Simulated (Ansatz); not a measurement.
**Lu in Ansatz: the effect of target pressure**

Lu:

```
CELL_PARAMETERS angstrom
-1.95411 1.95411 1.95411
1.95411 -1.95411 1.95411
1.95411 1.95411 -1.95411
ATOMIC_POSITIONS crystal
Lu 0.00000 0.00000 0.00000
```

This isn't the form of Lu at room conditions, which is hcp.

Alike in all runs:

| Quantity | Value |
| --- | --- |
| Program | Ansatz 0.2.0 |
| Task | relaxation of cell and atoms |
| Functional | PBEsol |
| Potentials or basis | Ansatz PAW |
| Cutoff | 420 eV (not typed: the program's choice for these potentials) |
| k mesh | 10 × 10 × 10 |
| Occupations | fermi-dirac, width 0.05 eV |
| Spin | no spin polarisation |

Each run relaxes the cell or the atoms first.

```tsv
target pressure	target pressure	relaxed volume (Å³/atom)
0 GPa	-	27.91
2 GPa	2 GPa	26.82
5 GPa	5 GPa	?
10 GPa	10 GPa	23.55
20 GPa	20 GPa	21.08
30 GPa	30 GPa	19.38
```

**Question.** What does the run with target pressure 5 GPa give?

**Answer.** Relaxed volume 25.41 Å³/atom.

Worked out: In Murnaghan's law V^(-B') rises as a straight line in P. The other rows fit best with B' = 3.0, V0 = 27.93 Å³/atom and B0 = 45 GPa, which gives 25.38 Å³/atom at 5 GPa, against the run's 25.41.

Caveats: the plane-wave basis is chosen anew once the cell has moved, so the energies of steps on either side of that aren't comparable; the PAW data sets come from PBE, with cores solved anew for the run's functional, which leaves a small shift of forces and pressure; the volume moved by over 15 % at a fixed basis, so the end points are rough (some runs).
